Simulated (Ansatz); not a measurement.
Born–Oppenheimer molecular dynamics of a periodic cell of 16 atoms, Li (start crystal Li, start structure bcc, volume 1 times the crystal's). It goes on from the last frame of an earlier run, with new velocities.

Computed with Ansatz 0.2.0, DFT PBE-D3(BJ), scalar-relativistic, plane waves, PAW. Settings: accuracy low, cutoff 420 eV, k mesh 2x2x2, fermi-dirac smearing 0.11 eV, no spin polarisation.

```
ensemble                      : NVE (velocity Verlet)
time step                     : 1 fs
steps asked                   : 300
starting velocities drawn for : 780 K
seed                          : 451626
```

Frames 2 fs apart, positions in Å, forces in eV/Å.

Velocities at 80.0 fs (Å/ps):

```
Li 8.15 0.88 -2.80
Li 0.38 11.40 6.86
Li 18.53 1.99 2.66
Li -1.32 -11.27 22.23
Li 8.20 -17.52 -7.19
Li 4.94 4.25 3.22
Li -7.41 11.52 8.74
Li -8.27 13.51 -18.20
Li -7.37 -0.77 3.03
Li -13.51 -0.34 -5.60
Li -3.49 -5.88 -6.90
Li -8.52 -10.86 12.67
Li 5.14 12.33 -5.48
Li 7.40 -8.90 -5.98
Li 8.93 -11.36 -1.71
Li -11.75 11.00 -5.56
```

```xyz
16
Lattice="6.9800 0.0000 0.0000 0.0000 6.9800 0.0000 0.0000 0.0000 6.9800" Properties=species:S:1:pos:R:3:forces:R:3 time_fs=80.0 energy_less_start_eV=0.017 T=771
Li -0.159 0.348 -0.323 0.63 0.02 0.32
Li 3.574 0.169 -0.048 0.05 0.35 0.01
Li -0.312 3.384 -0.171 0.29 0.04 -0.27
Li 0.076 -0.428 3.305 0.17 0.42 0.17
Li 1.649 2.090 2.042 0.14 -0.25 -0.50
Li 3.292 3.381 -0.509 0.51 0.03 0.48
Li 3.612 -0.074 3.203 0.07 0.02 0.11
Li 5.429 2.038 1.725 -0.25 -0.75 -0.42
Li -0.151 3.251 3.480 0.23 0.57 0.48
Li 2.156 5.410 1.382 -0.34 -0.44 0.08
Li 2.113 1.945 4.816 -0.36 -0.47 -0.02
Li 4.102 3.387 3.288 -0.46 0.60 0.23
Li 5.788 5.440 1.486 -0.44 -0.24 -0.14
Li 5.392 1.272 4.833 -0.22 0.36 -0.11
Li 1.585 5.233 5.252 0.03 0.07 -0.12
Li 5.129 5.439 5.465 -0.04 -0.32 -0.31
16
Lattice="6.9800 0.0000 0.0000 0.0000 6.9800 0.0000 0.0000 0.0000 6.9800" Properties=species:S:1:pos:R:3:forces:R:3 time_fs=82.0 energy_less_start_eV=-0.034 T=798
Li -0.141 0.350 -0.328 0.62 0.01 0.30
Li 3.575 0.192 -0.035 0.03 0.33 -0.01
Li -0.274 3.389 -0.166 0.27 0.06 -0.30
Li 0.074 -0.450 3.350 0.17 0.41 0.12
Li 1.666 2.054 2.026 0.08 -0.21 -0.47
Li 3.303 3.389 -0.502 0.49 -0.02 0.45
Li 3.598 -0.051 3.220 0.07 -0.03 0.06
Li 5.412 2.063 1.687 -0.24 -0.73 -0.36
Li -0.165 3.251 3.487 0.26 0.53 0.42
Li 2.128 5.409 1.371 -0.30 -0.42 0.11
Li 2.105 1.932 4.803 -0.35 -0.44 0.05
Li 4.084 3.367 3.314 -0.44 0.60 0.20
Li 5.798 5.464 1.475 -0.45 -0.23 -0.11
Li 5.407 1.255 4.821 -0.23 0.39 -0.08
Li 1.603 5.210 5.248 0.03 0.09 -0.12
Li 5.105 5.460 5.453 -0.02 -0.35 -0.26
16
Lattice="6.9800 0.0000 0.0000 0.0000 6.9800 0.0000 0.0000 0.0000 6.9800" Properties=species:S:1:pos:R:3:forces:R:3 time_fs=84.0 energy_less_start_eV=-0.091 T=827
Li -0.120 0.352 -0.331 0.61 0.01 0.27
Li 3.576 0.218 -0.021 0.02 0.29 -0.03
Li -0.234 3.393 -0.163 0.25 0.08 -0.32
Li 0.073 -0.469 3.396 0.18 0.39 0.06
Li 1.683 2.018 2.008 0.02 -0.17 -0.42
Li 3.317 3.398 -0.491 0.46 -0.06 0.41
Li 3.583 -0.029 3.239 0.07 -0.08 0.01
Li 5.393 2.084 1.648 -0.22 -0.69 -0.29
Li -0.178 3.254 3.497 0.28 0.49 0.36
Li 2.099 5.404 1.361 -0.26 -0.38 0.13
Li 2.095 1.917 4.789 -0.34 -0.40 0.12
Li 4.063 3.350 3.341 -0.40 0.60 0.16
Li 5.804 5.487 1.463 -0.46 -0.22 -0.08
Li 5.420 1.241 4.808 -0.23 0.42 -0.04
Li 1.621 5.188 5.244 0.04 0.11 -0.11
Li 5.082 5.479 5.440 0.00 -0.38 -0.21
16
Lattice="6.9800 0.0000 0.0000 0.0000 6.9800 0.0000 0.0000 0.0000 6.9800" Properties=species:S:1:pos:R:3:forces:R:3 time_fs=86.0 energy_less_start_eV=-0.148 T=857
Li -0.095 0.354 -0.332 0.58 0.01 0.24
Li 3.577 0.245 -0.007 0.00 0.25 -0.05
Li -0.194 3.398 -0.162 0.23 0.09 -0.34
Li 0.072 -0.486 3.442 0.18 0.36 -0.01
Li 1.701 1.980 1.987 -0.04 -0.13 -0.38
Li 3.334 3.406 -0.479 0.43 -0.10 0.37
Li 3.570 -0.006 3.257 0.07 -0.12 -0.05
Li 5.374 2.101 1.607 -0.20 -0.65 -0.21
Li -0.189 3.260 3.509 0.29 0.45 0.29
Li 2.067 5.398 1.351 -0.22 -0.35 0.15
Li 2.083 1.899 4.776 -0.33 -0.36 0.18
Li 4.040 3.337 3.369 -0.36 0.58 0.12
Li 5.808 5.508 1.450 -0.45 -0.21 -0.05
Li 5.431 1.229 4.795 -0.23 0.45 0.00
Li 1.639 5.167 5.239 0.05 0.13 -0.11
Li 5.058 5.496 5.425 0.02 -0.40 -0.16
16
Lattice="6.9800 0.0000 0.0000 0.0000 6.9800 0.0000 0.0000 0.0000 6.9800" Properties=species:S:1:pos:R:3:forces:R:3 time_fs=88.0 energy_less_start_eV=-0.202 T=884
Li -0.067 0.356 -0.333 0.55 0.00 0.21
Li 3.578 0.274 0.006 -0.02 0.20 -0.08
Li -0.152 3.403 -0.163 0.20 0.09 -0.34
Li 0.073 -0.501 3.488 0.19 0.34 -0.08
Li 1.718 1.941 1.964 -0.09 -0.09 -0.34
Li 3.353 3.413 -0.464 0.39 -0.13 0.33
Li 3.556 0.016 3.274 0.07 -0.17 -0.09
Li 5.353 2.114 1.564 -0.18 -0.59 -0.13
Li -0.198 3.268 3.522 0.29 0.41 0.22
Li 2.035 5.390 1.342 -0.17 -0.31 0.16
Li 2.070 1.879 4.764 -0.32 -0.31 0.25
Li 4.015 3.327 3.398 -0.32 0.56 0.07
Li 5.809 5.528 1.438 -0.45 -0.20 -0.02
Li 5.442 1.219 4.782 -0.23 0.47 0.05
Li 1.658 5.146 5.233 0.06 0.15 -0.10
Li 5.034 5.511 5.410 0.04 -0.41 -0.10
16
Lattice="6.9800 0.0000 0.0000 0.0000 6.9800 0.0000 0.0000 0.0000 6.9800" Properties=species:S:1:pos:R:3:forces:R:3 time_fs=90.0 energy_less_start_eV=-0.246 T=907
Li -0.035 0.358 -0.332 0.52 0.00 0.17
Li 3.579 0.303 0.018 -0.04 0.14 -0.11
Li -0.108 3.409 -0.166 0.17 0.09 -0.34
Li 0.075 -0.514 3.533 0.19 0.31 -0.15
Li 1.734 1.902 1.939 -0.14 -0.04 -0.29
Li 3.374 3.420 -0.448 0.35 -0.16 0.28
Li 3.543 0.036 3.292 0.07 -0.22 -0.14
Li 5.331 2.124 1.521 -0.14 -0.53 -0.04
Li -0.206 3.279 3.537 0.28 0.37 0.15
Li 2.002 5.380 1.334 -0.12 -0.28 0.18
Li 2.054 1.858 4.754 -0.31 -0.27 0.30
Li 3.988 3.320 3.427 -0.28 0.53 0.02
Li 5.809 5.548 1.425 -0.44 -0.19 0.02
Li 5.451 1.212 4.770 -0.23 0.49 0.09
Li 1.677 5.126 5.227 0.07 0.16 -0.09
Li 5.011 5.523 5.394 0.05 -0.41 -0.05
16
Lattice="6.9800 0.0000 0.0000 0.0000 6.9800 0.0000 0.0000 0.0000 6.9800" Properties=species:S:1:pos:R:3:forces:R:3 time_fs=92.0 energy_less_start_eV=-0.278 T=923
Li -0.001 0.360 -0.330 0.47 -0.01 0.14
Li 3.580 0.334 0.030 -0.06 0.08 -0.15
Li -0.065 3.416 -0.170 0.13 0.08 -0.33
Li 0.078 -0.525 3.578 0.20 0.28 -0.21
Li 1.750 1.863 1.913 -0.19 0.01 -0.24
Li 3.397 3.426 -0.430 0.30 -0.17 0.23
Li 3.530 0.056 3.308 0.07 -0.27 -0.18
Li 5.308 2.132 1.478 -0.10 -0.47 0.05
Li -0.212 3.292 3.552 0.27 0.33 0.08
Li 1.968 5.368 1.327 -0.07 -0.24 0.19
Li 2.037 1.835 4.745 -0.30 -0.22 0.35
Li 3.960 3.315 3.456 -0.23 0.50 -0.04
Li 5.805 5.566 1.412 -0.43 -0.18 0.05
Li 5.458 1.207 4.758 -0.22 0.50 0.14
Li 1.696 5.107 5.220 0.09 0.17 -0.08
Li 4.987 5.534 5.378 0.07 -0.40 0.00
16
Lattice="6.9800 0.0000 0.0000 0.0000 6.9800 0.0000 0.0000 0.0000 6.9800" Properties=species:S:1:pos:R:3:forces:R:3 time_fs=94.0 energy_less_start_eV=-0.293 T=931
Li 0.035 0.362 -0.327 0.42 -0.02 0.10
Li 3.580 0.365 0.042 -0.08 0.00 -0.20
Li -0.020 3.422 -0.176 0.08 0.06 -0.32
Li 0.082 -0.535 3.621 0.20 0.25 -0.27
Li 1.765 1.824 1.885 -0.23 0.06 -0.18
Li 3.422 3.431 -0.410 0.25 -0.18 0.18
Li 3.518 0.074 3.324 0.08 -0.31 -0.22
Li 5.285 2.136 1.435 -0.04 -0.41 0.14
Li -0.217 3.306 3.568 0.26 0.30 0.02
Li 1.934 5.355 1.321 -0.01 -0.20 0.21
Li 2.018 1.810 4.738 -0.29 -0.16 0.40
Li 3.930 3.314 3.485 -0.20 0.47 -0.09
Li 5.799 5.583 1.400 -0.42 -0.17 0.08
Li 5.465 1.206 4.746 -0.22 0.51 0.18
Li 1.716 5.089 5.213 0.11 0.18 -0.07
Li 4.965 5.542 5.361 0.09 -0.39 0.04
16
Lattice="6.9800 0.0000 0.0000 0.0000 6.9800 0.0000 0.0000 0.0000 6.9800" Properties=species:S:1:pos:R:3:forces:R:3 time_fs=96.0 energy_less_start_eV=-0.291 T=930
Li 0.074 0.364 -0.324 0.36 -0.03 0.07
Li 3.580 0.396 0.052 -0.10 -0.08 -0.25
Li 0.025 3.430 -0.185 0.04 0.03 -0.30
Li 0.087 -0.544 3.663 0.20 0.23 -0.33
Li 1.778 1.785 1.857 -0.26 0.11 -0.12
Li 3.448 3.435 -0.390 0.19 -0.18 0.13
Li 3.506 0.091 3.338 0.09 -0.34 -0.26
Li 5.262 2.138 1.393 0.03 -0.35 0.23
Li -0.221 3.322 3.583 0.24 0.26 -0.04
Li 1.899 5.341 1.317 0.04 -0.16 0.22
Li 1.998 1.785 4.734 -0.27 -0.11 0.43
Li 3.900 3.316 3.513 -0.16 0.44 -0.14
Li 5.791 5.599 1.388 -0.41 -0.16 0.10
Li 5.470 1.207 4.736 -0.21 0.51 0.22
Li 1.736 5.072 5.206 0.13 0.20 -0.05
Li 4.942 5.548 5.345 0.11 -0.37 0.09
16
Lattice="6.9800 0.0000 0.0000 0.0000 6.9800 0.0000 0.0000 0.0000 6.9800" Properties=species:S:1:pos:R:3:forces:R:3 time_fs=98.0 energy_less_start_eV=-0.270 T=919
Li 0.115 0.365 -0.320 0.30 -0.04 0.03
Li 3.579 0.426 0.061 -0.12 -0.16 -0.31
Li 0.071 3.437 -0.195 -0.02 0.01 -0.28
Li 0.093 -0.551 3.703 0.19 0.20 -0.37
Li 1.790 1.746 1.828 -0.29 0.16 -0.05
Li 3.475 3.438 -0.369 0.12 -0.16 0.08
Li 3.494 0.105 3.351 0.09 -0.38 -0.29
Li 5.238 2.139 1.352 0.11 -0.30 0.31
Li -0.223 3.340 3.599 0.22 0.23 -0.08
Li 1.865 5.326 1.313 0.09 -0.13 0.23
Li 1.976 1.760 4.731 -0.24 -0.06 0.45
Li 3.868 3.319 3.541 -0.13 0.40 -0.19
Li 5.780 5.615 1.376 -0.39 -0.15 0.12
Li 5.475 1.211 4.727 -0.20 0.50 0.26
Li 1.757 5.056 5.198 0.14 0.21 -0.04
Li 4.921 5.552 5.330 0.12 -0.34 0.13
16
Lattice="6.9800 0.0000 0.0000 0.0000 6.9800 0.0000 0.0000 0.0000 6.9800" Properties=species:S:1:pos:R:3:forces:R:3 time_fs=100.0 energy_less_start_eV=-0.231 T=899
Li 0.158 0.367 -0.317 0.23 -0.05 0.00
Li 3.578 0.456 0.068 -0.14 -0.25 -0.37
Li 0.116 3.444 -0.206 -0.07 -0.03 -0.26
Li 0.100 -0.557 3.741 0.19 0.18 -0.41
Li 1.801 1.709 1.798 -0.32 0.22 0.01
Li 3.503 3.440 -0.347 0.06 -0.14 0.03
Li 3.483 0.117 3.362 0.10 -0.40 -0.31
Li 5.216 2.137 1.313 0.20 -0.25 0.39
Li -0.224 3.358 3.614 0.20 0.20 -0.13
Li 1.832 5.311 1.311 0.15 -0.10 0.25
Li 1.952 1.734 4.731 -0.22 -0.01 0.46
Li 3.836 3.325 3.567 -0.11 0.35 -0.23
Li 5.768 5.629 1.365 -0.37 -0.14 0.13
Li 5.478 1.218 4.719 -0.19 0.49 0.29
Li 1.779 5.042 5.190 0.16 0.22 -0.02
Li 4.900 5.554 5.315 0.14 -0.31 0.16
16
Lattice="6.9800 0.0000 0.0000 0.0000 6.9800 0.0000 0.0000 0.0000 6.9800" Properties=species:S:1:pos:R:3:forces:R:3 time_fs=102.0 energy_less_start_eV=-0.173 T=869
Li 0.202 0.368 -0.313 0.16 -0.07 -0.02
Li 3.576 0.484 0.073 -0.16 -0.34 -0.43
Li 0.161 3.451 -0.219 -0.13 -0.06 -0.24
Li 0.109 -0.562 3.776 0.17 0.16 -0.44
Li 1.809 1.673 1.768 -0.34 0.27 0.09
Li 3.531 3.442 -0.326 -0.01 -0.10 -0.03
Li 3.473 0.128 3.372 0.11 -0.41 -0.33
Li 5.194 2.135 1.276 0.30 -0.21 0.47
Li -0.223 3.378 3.629 0.17 0.18 -0.16
Li 1.799 5.295 1.310 0.20 -0.06 0.26
Li 1.928 1.707 4.734 -0.18 0.04 0.46
Li 3.803 3.333 3.593 -0.08 0.31 -0.27
Li 5.753 5.643 1.355 -0.35 -0.13 0.14
Li 5.480 1.227 4.713 -0.18 0.48 0.31
Li 1.802 5.028 5.182 0.17 0.24 0.00
Li 4.880 5.554 5.301 0.17 -0.28 0.19
```

Of the whole run (300 fs, mean temperature of the second half 761 K): The conserved energy stayed within 0.023 meV per atom of its start (net change 0.0096 meV per atom), so the integration is sound. A run of 0.3 ps of so small a system gives no equilibrium averages. Limits of this set-up: coarse k mesh, low accuracy level.

Time of the run: 11 min on 1 thread of Arm Neoverse V2, with other jobs on the host, peak memory 0.58 GiB.
